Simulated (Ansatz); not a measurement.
# Structure types of Sr at a series of pressures

All-electron LAPW in Ansatz 0.2.0 under PBE, scalar-relativistic, energies extrapolated to zero smearing, no spin–orbit coupling; spin polarisation is left out. At each pressure a set of structure types was relaxed with symmetry kept. The table gives H = E + pV above the lowest type of that row in meV/atom (up to 5 of noise); a dash means not tried or turned into another type. Real phases may be missing from the set. k spacings are near 0.17 to 0.21 Å⁻¹, smearing 0.05 to 0.1 eV.

Question: Among hcp, bcc, fcc, omega, beta tin, dhcp, which leads at 3.6, 8.2, 12, 24, 33 GPa?

Answer: bcc at 3.6 GPa; bcc at 8.2 GPa; bcc at 12 GPa; bcc at 24 GPa; hcp at 33 GPa.

```csv
p (GPa),V of the lowest (Å³/atom),hcp,bcc,fcc,omega,beta tin,dhcp
3.6,43.61,20,0,13,65,238,–
8.2,36.96,29,0,28,74,186,30
12,33.50,31,0,40,78,–,–
24,26.91,11,0,37,–,–,34
33,22.99,0,28,43,87,26,38
```
